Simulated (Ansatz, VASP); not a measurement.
H9ClO4: VASP beside Ansatz

```
CELL_PARAMETERS angstrom
5.55050 0.00000 0.00000
0.00000 5.55050 0.00000
0.00000 0.00000 5.55050
ATOMIC_POSITIONS crystal
O 0.97849 0.02299 0.71560
O 0.64906 0.96084 0.06030
O 0.31452 0.37539 0.76073
O 0.60332 0.37127 0.35110
H 0.09339 0.16002 0.73708
H 0.01867 0.95834 0.55726
H 0.76176 0.85308 0.14391
H 0.73987 0.99174 0.90699
H 0.24713 0.53687 0.75172
H 0.42603 0.36545 0.62061
H 0.48239 0.44879 0.24956
H 0.64135 0.22460 0.25798
H 0.38486 0.85924 0.12786
Cl 0.19376 0.74140 0.22763
```

Alike in both runs: functional PBE; dispersion D3(BJ); k mesh 1 × 1 × 1; occupations fermi-dirac, width 0.02 eV; no spin polarisation.

Ansatz relaxed the structure, and its values are those at the end. VASP's run is a single point on that final structure, the one shown.

|  | VASP | Ansatz |
| --- | --- | --- |
| version | VASP 6.6.1 | Ansatz 0.2.0 |
| potentials or method | VASP PAW PBE potentials, release 64 (O, H, Cl) | scalar-relativistic, plane waves, PAW |
| plane-wave cutoff (eV) | 520 | 420 |
| valence electrons in the cell | 40 | 40 |

```csv
,VASP,Ansatz,Ansatz less VASP
gap on the k mesh at the Fermi level (eV),5.02,5.03,+0.006
rms of the force components (eV/Å),0.065,0.073,+0.0084
dispersion energy (meV/atom),-37.0,-37.0,-0.01
```

Ansatz warned: «xc_potential_rough_in_thin_density».
